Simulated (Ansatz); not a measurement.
The structure is an experimental refinement, used without relaxation. The listed cell was then made from it by scaling, straining or moving an atom.

An input for Ti: DFT, PBE, PAW with Ansatz's default frozen-core files, scalar-relativistic (Ansatz 0.2.0).

Command: `ansatz run input.yaml --threads 1 --pin off --max-ram 3072MiB --backend cpu --events-out ev --progress --plain --runs-dir out` The run took 2.2 s on 1 thread of Arm Neoverse V1, on a shared host, peak memory 0.32 GiB.

```yaml
crystal:
  lattice:
    - [-1.6731846416, 1.6731846416, 1.6731846416]
    - [1.6731846416, -1.6731846416, 1.6731846416]
    - [1.6731846416, 1.6731846416, -1.6731846416]
  atoms:
    - { symbol: Ti, position: [0.0, 0.0, 0.0] }
kpoints:
  mp_grid: { grid: [14, 14, 14] }
scf:
  occupations: { method: fermi_dirac, width: 0.05 }
hamiltonian:
  xc: pbe
  pseudopotentials: { kind: paw }
output:
  forces: true
  stress: true
  eigenvalues: true
  efg: { contact_densities: true }
```

The results part of the log:

```
SCF 1 converged in 6 iterations: F = -2499.527602 eV  dr2 = 1.76e-9
  greatest PAW one-centre occupation: 0.999 electrons in one spin orbital (limit 2), on the Ti atom at site 0 (counted from 0), in its partial waves of l = 0
SCF converged after 6 iterations
Free energy (F): -2499.527602 eV
Harris-Foulkes:  -2499.527602 eV  (|F-HF|=1.38e-9)
Internal energy: -2499.505747 eV  (E = F + TS)
E sigma→0 (E₀):  -2499.516674 eV
Entropy (-TS):   -0.021855 eV (-21.855 meV/atom)
Fermi energy:    11.983288 eV
--- Per-component energies (eV) ---
  E_band       = -171.524669
  E_kinetic    = 270.709422
  E_local      = -854.652555  (includes V_loc(G=0)·N_el)
  E_nonlocal   = 8.278696
  E_hartree    = 347.919745
  E_xc         = -96.767523
  E_vxc        = -120.990841  (∫ρ·V_xc dr)
  E_paw        = -1047.483803  (= ΣΔE_a)
  E_vpaw       = -170.710542  (= ΣTr[D̂ρ^β])
  E_aug_tail   = 0.000126  (compensation charges beyond the density's cutoff)
  E_ewald      = -1127.509856
  E_smearing   = -0.021855  (= −TS)
  E_closure    = 0.000000  (closes the sum)
  Σ components = -2499.527602   (vs F -2499.527602, Δ=0.00e0)
--- Forces (eV/Å), atoms counted from 1 ---
  atom   1  Ti    -0.00000000     0.00000000    -0.00000000
  max |Σ_I F_I| component: 1.13e-31 eV/Å
--- Stress (GPa, compression-positive) ---
       -7.557943      -0.000000       0.000000
       -0.000000      -7.557943      -0.000000
        0.000000       0.000000      -7.557943
  P = ⅓ Tr σ = -7.5579 GPa (-75.579 kbar)
--- PAW observables at the nuclei: V_zz in 10²¹ V/m², potentials from the cell's mean, atoms counted from 1 ---
  atom   1  Ti V_zz =    -0.000000   η = 0.0000   by run symmetry: forbidden
            electrostatic potential = -2529.826185 V   contact ρ = 56789.678536 e/Å³
--- Band table (eV; the first three rows and the last of 104) ---
  k-point 0: bands = ["-44.6611", "-20.6068", "-20.6068", "-20.6068", "6.2193", "12.9067", "12.9067", "12.9067", "14.5089", "14.5089"]
  k-point 1: bands = ["-44.6563", "-20.6338", "-20.6153", "-20.6069", "6.3819", "12.8357", "12.8864", "13.0213", "14.4286", "14.5134"]
  k-point 2: bands = ["-44.6430", "-20.7089", "-20.6390", "-20.6073", "6.8528", "12.6429", "12.7853", "13.3541", "14.2771", "14.5312"]
  k-point 103: bands = ["-44.4954", "-20.9728", "-20.9728", "-20.9728", "10.1192", "10.1192", "15.5518", "15.5518", "15.5518", "19.7677"]
```
